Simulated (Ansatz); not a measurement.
# PbS (Fm-3m), a sublattice moved along a line

Theory: DFT PBEsol, scalar-relativistic, plane waves, PAW (Ansatz 0.2.0). Settings: plane waves to 420 eV, k-mesh 10×10×10 (Γ-centred), Gaussian smearing 0.03 eV. Spin–orbit coupling is left out, which matters for the heavy elements here. No spin polarisation. Energies are free energies at this smearing, counted from the undisturbed cell; pressure is positive in compression.

The undisturbed cell (as given, not relaxed at this level; it stands at -0.8 GPa):

```
Pb S
1.0
     0.00000    2.96500    2.96500
     2.96500    0.00000    2.96500
     2.96500    2.96500    0.00000
Pb S
1 1
Direct
  0.00000 0.00000 0.00000
  0.50000 0.50000 0.50000
```

Every S atom is moved by x along the Cartesian unit vector (0.577, 0.577, 0.577); the cell and all other atoms stay fixed.

| x (Å) | ΔE (meV/cell) | force along x on the moved atoms (eV/Å) | pressure (GPa) | gap on the mesh (eV) |
| --- | --- | --- | --- | --- |
| -0.1000 | 2.0 | 0.05 | -0.7 | 0.31 |
| -0.0500 | 0.4 | 0.02 | -0.8 | 0.26 |
| 0.0000 | 0.0 | 0.00 | -0.8 | 0.25 |
| 0.0750 | 1.0 | -0.03 | -0.7 | 0.28 |